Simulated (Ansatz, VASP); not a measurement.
**One calculation of Sb, two programs**

File INCAR:

```
SYSTEM = Sb
PREC     = Accurate       ! precision mode
ENCUT    = 520            ! plane-wave cutoff, eV
EDIFF    = 1E-6           ! SCF threshold, eV
ISMEAR   = 0              ! smearing method
SIGMA    = 0.15           ! smearing width, eV
LREAL    = .False.        ! projectors in reciprocal space
LASPH    = .True.         ! aspherical terms in the spheres
NELM     = 80             ! most SCF steps
ALGO     = Normal         ! electronic algorithm
ISIF     = 2              ! what is computed and relaxed
LWAVE    = .False.        ! write WAVECAR
LCHARG   = .False.        ! write CHGCAR
NBANDS   = 12             ! bands
```

File KPOINTS:

```
Automatic mesh
0
Gamma
  15 15 15
  0 0 0
```

The input POSCAR:

```
Sb
1.0
    2.2703182135      1.3107688317      3.3595552717
   -2.2703182135      1.3107688317      3.3595552717
    0.0000000000     -2.6215376634      3.3595552718
Sb
2
Direct
    0.2336400000      0.2336400000      0.2336400000
    0.7663600000      0.7663600000      0.7663600000
```

Input for Ansatz:

```yaml
crystal:
  lattice:
    - [2.2703182135, 1.3107688317, 3.3595552717]
    - [-2.2703182135, 1.3107688317, 3.3595552717]
    - [0.0, -2.6215376634, 3.3595552718]
  atoms:
    - { symbol: Sb, position: [0.23364, 0.23364, 0.23364] }
    - { symbol: Sb, position: [0.76636, 0.76636, 0.76636] }
basis:
  ecutwfc: 420
kpoints:
  mp_grid: { grid: [15, 15, 15] }
hamiltonian:
  xc: lda
scf:
  occupations: { method: gaussian, width: 0.15 }
output:
  forces: true
  stress: true
  eigenvalues: true
```

Alike in both runs: task single point; functional LDA; k mesh 15 × 15 × 15; occupations gaussian, width 0.15 eV; no spin polarisation.

|  | VASP | Ansatz |
| --- | --- | --- |
| version | VASP 6.6.1 | Ansatz 0.2.0 |
| potentials or method | VASP PAW LDA potentials, release 64 (Sb) | scalar-relativistic, plane waves, PAW |
| plane-wave cutoff (eV) | 520 | 420 |
| valence electrons in the cell | 10 | 30 |

Ansatz gave:

* gap on the k mesh at the Fermi level (eV): none
* pressure (GPa): -2.2
* largest component of the traceless stress (GPa): 3.45
* rms of the force components (eV/Å): 0.147

Q: What did VASP give for the same quantities?

A: gap on the k mesh at the Fermi level (eV): none; pressure (GPa): -2.0; largest component of the traceless stress (GPa): 3.33; rms of the force components (eV/Å): 0.171.

Atom by atom the forces differ by 0.024 eV/Å (rms over components). A gap of «none» marks a metal or a gap that the smearing closes. The two sets of potentials don't hold the same shells in valence.

Spin-orbit coupling is left out, which matters for the levels of Sb.
